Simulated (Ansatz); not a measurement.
# Si: energy over two strains

How does the energy of Si (Fd-3m, No. 227; 2 atoms in the cell) change over two coordinates at once? A grid of runs gives the map.

Method: DFT PBE, scalar-relativistic, plane waves, PAW, in Ansatz 0.2.0.

8 further runs of the same task are left out: 8 set aside as unsound or not needed.

**1. The starting structure**

Symmetry: Fd-3m, No. 227, cubic system. The conventional cell has a = 5.470 Å, b = 5.470 Å, c = 5.470 Å, α = 90.00°, β = 90.00°, γ = 90.00°. Si (site symmetry -43m) is surrounded by 4 Si at 2.37 Å.

As a file:

```xyz
2
Lattice="0.0000 2.7349 2.7349 2.7349 0.0000 2.7349 2.7349 2.7349 0.0000" Properties=species:S:1:pos:R:3 pbc="T T T"
Si    2.7349    2.7349    2.7349
Si    4.1023    4.1023    4.1023
```

This cell was relaxed beforehand with the same method: volume 20.46 Å³/atom, gap on the mesh 0.62 eV.

**3. Plan of the scan**

The energy is mapped over two homogeneous strains (x along [1 0 0], y along [0 1 0], z along [0 0 1] of the conventional cell).

- strain +e along x and -e along y: 9 values from −11.00 to 11.00 %
- strain +e along z and -e/2 along x and y: 9 values from −7.00 to 7.00 %

Nothing else is relaxed (symmetry fixes all fractional coordinates). Energies count from the relaxed crystal. Points are written as (first, second).

(The set-up runs are not shown.)

**4. The run at (−8.25 %, −7.00 %)**

input.yaml reads:

```yaml
crystal:
  lattice:
    - [0.0, 3.0562297598, 2.5434395316]
    - [2.604974359, 0.0, 2.5434395316]
    - [2.604974359, 3.0562297598, 0.0]
  atoms:
    - { symbol: Si, position: [0.5, 0.5, 0.5] }
    - { symbol: Si, position: [0.75, 0.75, 0.75] }
basis:
  ecutwfc: 420
kpoints:
  mp_grid: { grid: [8, 8, 8] }
hamiltonian:
  xc: pbe
scf:
  occupations: { method: gaussian, width: 0.05 }
output:
  forces: true
  stress: true
  eigenvalues: true
```

Run with:

```bash
ansatz run input.yaml --threads 1 --pin off --max-ram 2048MiB --backend cpu --events-out ev --progress --plain --runs-dir out
```

The session goes on with these runs: the other points that were computed.

**Question.** What will these runs give? Wanted: lowest point; highest computed point; pressure; band gap on the k-mesh.

The runs gave:

```
                   quantity                                                                              value
               lowest point                                                       (0.00 %, 0.00 %), 0 meV/atom
     highest computed point                                 (−11.00 %, −7.00 %), 214 meV/atom above the lowest
             pressure (GPa)  −0.65 at (−11.00 %, 7.00 %) to 0.07 at (0.00 %, 7.00 %); 0.03 at the lowest point
band gap on the k-mesh (eV)  0.00 at (−11.00 %, −7.00 %) to 0.65 at (0.00 %, 0.00 %); 0.65 at the lowest point
        time for all points                                                      89 s on 1 thread, shared host
```

What this shows: The lowest computed point is at (0.00 %, 0.00 %), which is the relaxed crystal itself. No other kind of well shows on this grid. The highest computed point, (−11.00 %, −7.00 %), lies 214 meV/atom above the lowest. Round the minimum the two coordinates are nearly uncoupled. The curvatures of the interpolated surface at the minimum, over the volume, give stiffnesses of about 200 and 140 GPa for the two patterns (per unit amplitude as drawn, so not the usual moduli); on a grid this wide they are rough. The gap closes in part of the range.

The gaps are Kohn-Sham values of a semilocal functional, not quasiparticle or optical gaps. Such gaps usually fall short of the measured ones.
